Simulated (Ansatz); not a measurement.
# MgSe: from a first guess to the relaxed rocksalt type

First guess:

```yaml
crystal:
  lattice:
    - [0.00000, 2.62046, 2.62046]
    - [2.62046, 0.00000, 2.62046]
    - [2.62046, 2.62046, 0.00000]
  atoms:
    - { symbol: Mg, position: [0.00000, 0.00000, 0.00000] }
    - { symbol: Se, position: [0.50000, 0.50000, 0.50000] }
```

All numbers below come from Ansatz 0.2.0, DFT, PBE, PAW with Ansatz's default frozen-core files, scalar-relativistic.

Cell and atoms relax within the symmetry of the start on a 11×11×11 k mesh with 0.03 eV Fermi–Dirac smearing.

The start is built from a prototype, known or not as a phase of this compound; the cutoff is 420 eV.

Question: What is the pressure of the first guess?

Answer: 12.30 GPa.

Question: What does it relax to?

Answer: a = 5.508 Å, b = 5.508 Å, c = 5.508 Å, α = 90.00°, β = 90.00°, γ = 90.00° (conventional cell), 20.89 Å³ per atom:
```cif
data_structure
_symmetry_space_group_name_H-M 'Fm-3m'
_symmetry_Int_Tables_number 225
_cell_length_a 5.5082
_cell_length_b 5.5082
_cell_length_c 5.5082
_cell_angle_alpha 90.000
_cell_angle_beta 90.000
_cell_angle_gamma 90.000
_cell_volume 167.12
loop_
_atom_site_label
_atom_site_type_symbol
_atom_site_symmetry_multiplicity
_atom_site_Wyckoff_symbol
_atom_site_fract_x
_atom_site_fract_y
_atom_site_fract_z
_atom_site_occupancy
Mg1 Mg 4 a 0.00000 0.00000 0.00000 1
Se1 Se 4 b 0.50000 0.00000 0.00000 1
```

Question: How much energy does the relaxation release?

Answer: 98 meV/atom.
